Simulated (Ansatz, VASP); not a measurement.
Given: the input of a run of Ansatz 0.2.0 on KBr.

input.yaml

```yaml
crystal:
  lattice:
    - [4.043499, 0.0, 0.0]
    - [0.0, 4.043499, 0.0]
    - [0.0, 0.0, 4.043499]
  atoms:
    - { symbol: Br, position: [0.5, 0.5, 0.5] }
    - { symbol: K, position: [0.0, 0.0, 0.0] }
hamiltonian:
  xc: pbe
  pseudopotentials: { kind: paw }
kpoints:
  mp_grid: { grid: [7, 7, 7] }
scf:
  occupations: { method: tetrahedron }
output:
  forces: true
  stress: true
```

Potentials or basis: Ansatz PAW.

Run with:

```console
$ ansatz run input.yaml --threads 1 --pin off --max-ram 2560MiB --backend cpu --events-out ev --progress --plain --runs-dir out
```

Question: Set up the same calculation for VASP 6.6.1. Potentials there: VASP PAW PBE potentials, release 64 (Br, K_sv).

Answer: As run (the cutoff follows the program's own potentials):

Contents of INCAR:

```
  ALGO = Fast
  EDIFF = 1E-6
  ENCUT = 520
  GGA = PE
  ISIF = 2
  ISMEAR = -5
  LASPH = True
  LCHARG = False
  LREAL = False
  LWAVE = False
  NBANDS = 15
  NELM = 100
  PREC = Accurate
  SIGMA = 0.05
```

The input KPOINTS:

```
k-points
0
Gamma
  7 7 7
```

Contents of POSCAR:

```
KBr
1.0
    4.0434990000      0.0000000000      0.0000000000
    0.0000000000      4.0434990000      0.0000000000
    0.0000000000      0.0000000000      4.0434990000
Br K
1 1
Direct
    0.5000000000      0.5000000000      0.5000000000
    0.0000000000      0.0000000000      0.0000000000
```

Potentials or basis: VASP PAW PBE potentials, release 64 (Br, K_sv).

Command:

```sh
$ cat potpaw_PBE.64/Br/POTCAR potpaw_PBE.64/K_sv/POTCAR > POTCAR
$ mpirun -np 1 vasp_std > vasp.out
```

Both were run:

|  | VASP | Ansatz | Ansatz less VASP |
| --- | --- | --- | --- |
| gap on the k mesh at the Fermi level (eV) | 3.89 | 3.89 | +0.001 |
| least direct gap on the mesh (eV) | 4.12 | 4.12 | +0.001 |
| pressure (GPa) | 0.0 | -0.1 | -0.02 |

Caveats: an odd mesh through Γ misses points on the zone boundary, where band edges often lie (VASP); odd divisions of the mesh miss points on the zone boundary, where band edges often lie, so the gap on the mesh can be too wide (Ansatz); with tetrahedron occupations forces and stress needn't match the slope of the energy (Ansatz).
